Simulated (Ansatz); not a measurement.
The system is Cu.

```
CELL_PARAMETERS angstrom
-0.00443 1.78843 1.83853
1.82291 -0.01749 1.85160
1.78282 1.76140 0.02260
ATOMIC_POSITIONS crystal
Cu 0.00000 0.00000 0.00000
```

The cell isn't the ideal one: cell sheared at random, sigma 0.01, atoms nudged by 0.01 Å.

* Program: Ansatz 0.2.0
* Task: relaxation of cell and atoms
* Functional: RPBE
* Potentials or basis: Ansatz PAW
* Cutoff: 420 eV (not typed: the program's choice for these potentials)
* k mesh: 13 × 12 × 13
* Occupations: fermi-dirac, width 0.05 eV
* Spin: no spin polarisation

At the start: volume 11.81 Å³/atom.

Question: How do energy, volume and symmetry change on relaxing?

Answer: It ends after 7 steps and the volume is 12.38 Å³/atom (+4.9 %); space group Fm-3m (No. 225, to 0.05 Å).

Step by step:
| step | energy change (eV) | largest force (eV/Å) | volume (Å³) |
| --- | --- | --- | --- |
| 1 | 0.0000 | 0.0000 | 11.81 |
| 2 | -0.0101 | 0.0000 | 12.08 |
| 3 | -0.0144 | 0.0000 | 12.36 |
| 4 | -0.0145 | 0.0000 | 12.39 |
| 5 | -0.0150 | 0.0000 | 12.39 |
| 6 | -0.0150 | 0.0000 | 12.38 |
| 7 | -0.0150 | 0.0000 | 12.38 |

Final structure:
```cif
data_structure
_symmetry_space_group_name_H-M 'P 1'
_symmetry_Int_Tables_number 1
_cell_length_a 2.5879
_cell_length_b 2.6105
_cell_length_c 2.5879
_cell_angle_alpha 60.070
_cell_angle_beta 60.059
_cell_angle_gamma 60.070
_cell_volume 12.38
loop_
_atom_site_label
_atom_site_type_symbol
_atom_site_fract_x
_atom_site_fract_y
_atom_site_fract_z
_atom_site_occupancy
Cu1 Cu 0.00000 0.00000 0.00000 1
```

Caveat: the plane-wave basis is chosen anew once the cell has moved, so the energies of steps on either side of that aren't comparable; the PAW data sets come from PBE, with cores solved anew for the run's functional, which leaves a small shift of forces and pressure.
